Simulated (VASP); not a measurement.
Method: PBEsol GGA, VASP's PBE PAW potentials (set 64) (plane waves; VASP).

A VASP calculation is set up with these files.

**POSCAR**
```
SrF2
2.883050
 -0.0100000006   1.0000000553   1.0000000553
  1.0000000553  -0.0100000006   1.0000000553
  0.9900000547   0.9900000547   0.0000000000
Sr F
1 2
Direct
  0.0000000000   0.0000000000   0.0000000000
  0.2500000000   0.2500000000   0.2500000000
  0.7500000000   0.7500000000   0.7500000000
```

KPOINTS:
```
Automatic mesh
0
Gamma
6 6 6
0 0 0
```

**INCAR**
```
SYSTEM=SrF2
PREC=Accurate; ENCUT=600; LREAL=.FALSE.
LASPH=.TRUE.
EDIFF=1E-7; NELM=100; ALGO=Normal
LMAXMIX=4
ISMEAR=0; SIGMA=0.05
GGA=PS
ISIF=2
LWAVE=.FALSE.; LCHARG=.FALSE.
```

POTCAR, in this order: Sr_sv F (PBE.64 set). Program: vasp_std.

Output

### OSZICAR
```
       N       E                     dE             d eps       ncg     rms          rms(c)
DAV:   1     0.164565495769E+03    0.16457E+03   -0.15500E+04  1472   0.165E+03
DAV:   2    -0.120696633764E+02   -0.17664E+03   -0.17274E+03  1848   0.330E+02
DAV:   3    -0.186357650470E+02   -0.65661E+01   -0.65560E+01  2000   0.676E+01
DAV:   4    -0.188980476576E+02   -0.26228E+00   -0.26227E+00  2128   0.955E+00
DAV:   5    -0.189020127562E+02   -0.39651E-02   -0.39651E-02  2008   0.113E+00    0.169E+01
DAV:   6    -0.175994377408E+02    0.13026E+01   -0.68069E+00  1488   0.183E+01    0.143E+01
DAV:   7    -0.175802282650E+02    0.19209E-01   -0.18943E-01  1960   0.399E+00    0.725E+00
DAV:   8    -0.175894888432E+02   -0.92606E-02   -0.33817E-02  1912   0.231E+00    0.570E-01
DAV:   9    -0.175966542294E+02   -0.71654E-02   -0.10771E-02  2008   0.732E-01    0.459E-01
DAV:  10    -0.175975256025E+02   -0.87137E-03   -0.10610E-03  1680   0.244E-01    0.151E-01
DAV:  11    -0.175977361930E+02   -0.21059E-03   -0.31435E-04  1640   0.119E-01    0.286E-02
DAV:  12    -0.175977543714E+02   -0.18178E-04   -0.29568E-05  1920   0.373E-02    0.209E-02
DAV:  13    -0.175977549669E+02   -0.59555E-06   -0.38887E-06  1776   0.143E-02    0.559E-03
DAV:  14    -0.175977547979E+02    0.16897E-06   -0.27055E-07  1720   0.460E-03    0.114E-03
DAV:  15    -0.175977547790E+02    0.18996E-07   -0.67091E-08  1248   0.202E-03
   1 F= -.17597755E+02 E0= -.17597755E+02  d E =-.605635E-11
```

**OUTCAR**
```
------------------------ aborting loop because EDIFF is reached ----------------------------------------
  FORCE on cell =-STRESS in cart. coord.  units (eV):
  Direction    XX          YY          ZZ          XY          YZ          ZX
  --------------------------------------------------------------------------------------
  Total        0.0075010      0.0075010      0.0075932      0.2581825      0.0000000      0.0000000
  in kB        0.2507769      0.2507769      0.2538595      8.6316584      0.0000000      0.0000000
  external PRESSURE =       0.2518044 kB  Pullay stress =       0.0000000 kB
  volume of cell :       47.92
      direct lattice vectors                 reciprocal lattice vectors
    -0.028830502  2.883050159  2.883050159    -0.171710334  0.171710334  0.173427437
     2.883050159 -0.028830502  2.883050159     0.171710334 -0.171710334  0.173427437
     2.854219658  2.854219658  0.000000000     0.175179229  0.175179229 -0.173427437
 POSITION                                       TOTAL-FORCE (eV/Angst)
 -----------------------------------------------------------------------------------
      0.00000      0.00000      0.00000         0.000000     -0.000000      0.000000
      1.42711      1.42711      1.44153         0.000000      0.000000      0.061703
      4.28133      4.28133      4.32458        -0.000000     -0.000000     -0.061703
 -----------------------------------------------------------------------------------
    total drift:                                0.000000      0.000000      0.000000
  FREE ENERGIE OF THE ION-ELECTRON SYSTEM (eV)
  ---------------------------------------------------
  free  energy   TOTEN  =       -17.5977547790 eV

  energy  without entropy=      -17.5977547789  energy(sigma->0) =      -17.59775478
```
(Selected blocks of OUTCAR.)

The compound is SrF2 in the fluorite structure. This cell was strained or had an atom moved on purpose.
